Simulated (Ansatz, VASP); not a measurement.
# Two plane-wave programs on Eu

File INCAR:

```
SYSTEM = Eu
PREC = Accurate ; ENCUT = 520
EDIFF = 1E-8 ; ISMEAR = -1
SIGMA = 0.05 ; LREAL = .FALSE.
LASPH = .TRUE. ; NELM = 150
ALGO = Normal ; ISIF = 2
LWAVE = .FALSE. ; LCHARG = .FALSE.
ISPIN = 2 ; MAGMOM = 7
LORBIT = 11 ; LMAXMIX = 6
GGA = PS ; LEFG = .TRUE.
NBANDS = 18
```

KPOINTS

```
Automatic mesh
0
G
  10 10 10
  0 0 0
```

POSCAR

```
Eu
1.0
   -2.2249446718      2.2249446718      2.2249446718
    2.2249446718     -2.2249446718      2.2249446718
    2.2249446718      2.2249446718     -2.2249446718
Eu
1
Direct
    0.0000000000      0.0000000000      0.0000000000
```

Input for Ansatz:

```yaml
crystal:
  lattice:
    - [-2.2249446718, 2.2249446718, 2.2249446718]
    - [2.2249446718, -2.2249446718, 2.2249446718]
    - [2.2249446718, 2.2249446718, -2.2249446718]
  atoms:
    - { symbol: Eu, position: [0.0, 0.0, 0.0], spin: 7.0 }
magnetization:
  spin_polarized: true
kpoints:
  mp_grid: { grid: [10, 10, 10] }
scf:
  occupations: { method: fermi_dirac, width: 0.05 }
hamiltonian:
  xc: pbesol
  pseudopotentials: { kind: paw }
output:
  forces: true
  stress: true
  eigenvalues: true
  efg: { contact_densities: true }
  write_density: true
  write_potential: true
  elf: true
  volumetric_format: npy
```

Change from the starting cell: volume scaled by 0.975, PAW files.

Alike in both runs: task electric field gradients; functional PBEsol; k mesh 10 × 10 × 10; occupations fermi-dirac, width 0.05 eV; collinear spin.

|  | VASP | Ansatz |
| --- | --- | --- |
| version | VASP 6.6.1 | Ansatz 0.2.0 |
| potentials or method | VASP PAW PBE potentials, release 64 (Eu) | PAW with Ansatz's default frozen-core files, scalar-relativistic |
| plane-wave cutoff (eV) | 520 | 420 |
| valence electrons in the cell | 17 | 17 |

```tsv
	VASP	Ansatz	Ansatz less VASP
pressure (GPa)	-2.1	-1.8	+0.28
net moment per atom (μB)	7.35	7.35	+0.001
size of the moment on the site where the two differ most (μB)	6.70	7.07	+0.368
Vzz of the field gradient on the site that differs most (V/Å²)	0.0	0.0	0.00
```

Site moments also hang on the region over which each program counts them. Ansatz warned: «gradients_without_spin_orbit».

Caveats: the PAW data sets were made with another functional, which shifts forces and pressure a little (VASP); spin-orbit coupling is left out, which moves the levels of the heavy elements. The state reached can hang on the start; a lower one may exist.
